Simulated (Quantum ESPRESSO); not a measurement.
SnO2 (Cassiterite) under changes of volume

One of the cells (11.922 Å³/atom); the others are scaled copies at fixed shape and fractional positions:

```
Sn O
1.0
     4.73800    0.00000    0.00000
     0.00000    4.73800    0.00000
     0.00000    0.00000    3.18650
Sn O
2 4
Direct
  0.50000 0.50000 0.50000
  0.00000 0.00000 0.00000
  0.80710 0.19290 0.50000
  0.69290 0.69290 0.00000
  0.19290 0.80710 0.50000
  0.30710 0.30710 0.00000
```

```yaml
Program: Quantum ESPRESSO 7.5
Functional: PBEsol
Potentials_or_basis: GBRV 1.5 PBEsol
Cutoff: 925 eV
Density_cutoff: 7401 eV
k_mesh: 6 × 6 × 8
Occupations: fermi-dirac, width 0.05 eV
Spin: no spin polarisation
```

| volume (Å³/atom) | energy over the lowest point (meV/atom) | pressure (GPa) | gap on the mesh (eV) |
| --- | --- | --- | --- |
| 11.207 | 61.24 | 21.0 | 1.94 |
| 11.445 | 34.21 | 15.1 | 1.68 |
| 11.684 | 15.59 | 9.8 | 1.43 |
| 11.922 | 4.45 | 5.0 | 1.19 |
| 12.161 | 0.00 | 0.8 | 0.97 |
| 12.399 | ? | ? | ? |
| 12.637 | 8.36 | -6.4 | 0.54 |

**Question.** What does the run at 12.399 Å³/atom give?

**Answer.** Energy over the lowest point 1.52 meV/atom; pressure -3.0 GPa; gap on the mesh 0.75 eV.

Worked out: A Birch-Murnaghan fit of order 3 (a polynomial in V^(-2/3)) to the other rows has its minimum at 12.22 Å³/atom with B0 = V·E''(V) = 200 GPa and B' = 4.8 at fixed shape and positions, which overstates the stiffness. It gives 1.53 meV/atom at 12.399 Å³/atom, against the run's 1.52, and -dE/dV = -2.9 GPa, against -3.0. A straight line through the other rows of the gap, of slope -11.6 eV per unit of ln V (its deformation potential), gives 0.75 eV, against the run's 0.75.

Energies are extrapolated to zero smearing.

Caveats: spin-orbit coupling is left out, which moves the levels of the heavy elements.
